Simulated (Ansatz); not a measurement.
Input deck for Ansatz 0.2.0, then the block of the output on the nuclei.

The cell is a computed structure from the Materials Project (it need not be an observed phase), atoms as given.

```yaml
crystal:
  lattice:
    - [4.7320478978, 2.7320491276, 5.1697733289]
    - [-4.7320478978, 2.7320491276, 5.1697733289]
    - [0.0, -5.4640982552, 5.1697733289]
  atoms:
    - { symbol: Si, position: [0.76616, 0.658181, 0.25153] }
    - { symbol: Si, position: [0.25153, 0.76616, 0.658181] }
    - { symbol: Si, position: [0.658181, 0.25153, 0.76616] }
    - { symbol: Si, position: [0.23384, 0.341819, 0.74847] }
    - { symbol: Si, position: [0.74847, 0.23384, 0.341819] }
    - { symbol: Si, position: [0.341819, 0.74847, 0.23384] }
    - { symbol: Si, position: [0.675939, 0.675939, 0.675939] }
    - { symbol: Si, position: [0.324061, 0.324061, 0.324061] }
    - { symbol: H, position: [0.909349, 0.743726, 0.116915] }
    - { symbol: H, position: [0.116915, 0.909349, 0.743726] }
    - { symbol: H, position: [0.743726, 0.116915, 0.909349] }
    - { symbol: H, position: [0.090651, 0.256274, 0.883085] }
    - { symbol: H, position: [0.883085, 0.090651, 0.256274] }
    - { symbol: H, position: [0.256274, 0.883085, 0.090651] }
    - { symbol: H, position: [0.770685, 0.770685, 0.770685] }
    - { symbol: H, position: [0.229315, 0.229315, 0.229315] }
    - { symbol: O, position: [0.301318, 0.543242, 0.231159] }
    - { symbol: O, position: [0.543242, 0.231159, 0.301318] }
    - { symbol: O, position: [0.231159, 0.301318, 0.543242] }
    - { symbol: O, position: [0.698682, 0.456758, 0.768841] }
    - { symbol: O, position: [0.456758, 0.768841, 0.698682] }
    - { symbol: O, position: [0.768841, 0.698682, 0.456758] }
    - { symbol: O, position: [0.253096, 0.808384, 0.435329] }
    - { symbol: O, position: [0.808384, 0.435329, 0.253096] }
    - { symbol: O, position: [0.435329, 0.253096, 0.808384] }
    - { symbol: O, position: [0.746904, 0.191616, 0.564671] }
    - { symbol: O, position: [0.191616, 0.564671, 0.746904] }
    - { symbol: O, position: [0.564671, 0.746904, 0.191616] }
kpoints:
  mp_grid: { grid: [5, 5, 5] }
scf:
  occupations: { method: fermi_dirac, width: 0.05 }
hamiltonian:
  xc: r2scan
  pseudopotentials: { kind: paw }
output:
  forces: true
  stress: true
  populations: true
  efg:
    quadrupole_moments_barn: { H: 0.00285783, O: -0.02558 }
    contact_densities: true
```

```sh
ansatz run input.yaml --threads 1 --pin off --max-ram 2560MiB --backend cpu --events-out ev --progress --plain --runs-dir out
```

Of the output, the block on the nuclei alone is shown; the set-up, the SCF iterations, energies, forces and stress are cut. One atom of each set with nearly equal values is shown.

```
--- PAW observables at the nuclei: V_zz in 10²¹ V/m², potentials from the cell's mean, atoms counted from 1 ---
  atom   1  Si V_zz =    -4.229037   η = 0.0056   by run symmetry: allowed
            electrostatic potential = -1351.528224 V   contact ρ = 12782.530958 e/Å³
  atom   7  Si V_zz =    -4.249958   η = 0.0000   by run symmetry: allowed
            electrostatic potential = -1351.511773 V   contact ρ = 12782.553816 e/Å³
  atom   9  H  V_zz =    +1.406773   η = 0.0060   by run symmetry: allowed   C_q = +0.0972 MHz
            electrostatic potential = -38.190951 V   contact ρ = 3.045987 e/Å³
  atom  15  H  V_zz =    +1.411502   η = 0.0000   by run symmetry: allowed   C_q = +0.0975 MHz
            electrostatic potential = -38.180820 V   contact ρ = 3.049139 e/Å³
  atom  17  O  V_zz =    +8.965891   η = 0.2581   by run symmetry: allowed   C_q = -5.5456 MHz
            electrostatic potential = -616.228535 V   contact ρ = 2149.091859 e/Å³
  atom  23  O  V_zz =    +8.983886   η = 0.2590   by run symmetry: allowed   C_q = -5.5567 MHz
            electrostatic potential = -616.253987 V   contact ρ = 2149.066369 e/Å³
```

The run took 3 min of wall time (3 min of CPU time) and 1.8 GiB at its peak, on 1 thread of Arm Neoverse V1 (aarch64; 8 cores open to the job, memory cap 2.5 GiB, no GPU), a shared host with a load of 0.5 a core.

The largest force is 0.3 eV/Å, so the atoms aren't at the calculated equilibrium and relaxing them would move these values.
